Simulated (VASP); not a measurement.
Input:

```yaml
crystal:
  lattice:
    - [0.00000, 2.52261, 2.52261]
    - [2.52261, 0.00000, 2.52261]
    - [2.52261, 2.52261, 0.00000]
  atoms:
    - { symbol: In, position: [0.00000, 0.00000, 0.00000] }
    - { symbol: N, position: [0.25000, 0.25000, 0.25000] }
```

All values below come from PBE GGA, VASP's PBE PAW potentials (set 64) (plane waves; VASP 6.6.1). Run with 450 eV cut-off, 8×8×8 Γ-centred mesh, Gaussian smearing of 0.050 eV, potentials In_d N.

Unless said otherwise, spin-orbit coupling is left out, though it shifts the bands of the heavy elements here.

Question: What does the run give for the energy per atom (σ→0), band gap (on the k-mesh) with the smallest direct gap where there is one?

Answer: 
| Item | Value |
|---|---|
| band gap (on the k-mesh) | none (metal, semimetal or under 0.01 eV) |
| energy per atom (σ→0) | -5.344 eV/atom |

The absolute energy has meaning only against runs of the same code, potentials and settings.

The compound is InN in the zinc blende structure, a metastable form; wurtzite is the usual one. It was relaxed first.
